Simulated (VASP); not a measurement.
Here is a VASP 6.6.1 calculation.

INCAR

```
  PREC = Accurate
  ENCUT = 300
  EDIFF = 1E-7
  ISMEAR = 0
  SIGMA = 0.03
  LREAL = F
  LASPH = T
  NELM = 80
  ALGO = Normal
  ISIF = 3
  LWAVE = F
  LCHARG = F
  GGA = PE
  IBRION = 2
  NSW = 90
  EDIFFG = -0.005
  KPAR = 2
```

The input KPOINTS:

```
regular mesh
0
Gamma
  5 5 1
```

Contents of POSCAR:

```
MoSe2                                   
1.0
    3.3183763981      0.0000000000      0.0000000000
   -1.6591881991      2.8737982601     -0.0000000000
    0.0000000000     -0.0000000000     14.4927041788
  Mo              Se            
     2     4
Direct
     0.3333333332999970    0.6666666667000030    0.2500000000000000
     0.6666666667000030    0.3333333332999970    0.7500000000000000
     0.3333333332999970    0.6666666667000030    0.6348878232291648
     0.6666666667000030    0.3333333332999970    0.1348878232291650
     0.3333333332999970    0.6666666667000030    0.8651121767708352
     0.6666666667000030    0.3333333332999970    0.3651121767708350
```

Potentials or basis: VASP PAW PBE potentials, release 64 (Mo, Se).

Launch:

```console
$ cat potpaw_PBE.64/Mo/POTCAR potpaw_PBE.64/Se/POTCAR > POTCAR
$ mpirun -np 2 vasp_std > vasp.out
```

Q: What does it give for the relaxed volume?

A: 23.36 Å³/atom.

Q: What does it give for the space group after relaxing (to 0.05 Å)?

A: P6_3/mmc (No. 194).

Final structure:
```
CELL_PARAMETERS angstrom
3.31644 0.00000 0.00000
-1.65822 2.87212 0.00000
0.00000 0.00000 14.71426
ATOMIC_POSITIONS crystal
Mo 0.33333 0.66667 0.25000
Mo 0.66667 0.33333 0.75000
Se 0.33333 0.66667 0.63658
Se 0.66667 0.33333 0.13658
Se 0.33333 0.66667 0.86342
Se 0.66667 0.33333 0.36342
```

Caveat: the k mesh is coarse (spacing up to 0.44 Å⁻¹), so the values aren't converged; this functional lacks dispersion, which binds the layers, so the pressure and a relaxed spacing across them are unreliable. Zero-point motion and thermal expansion aren't in these numbers.
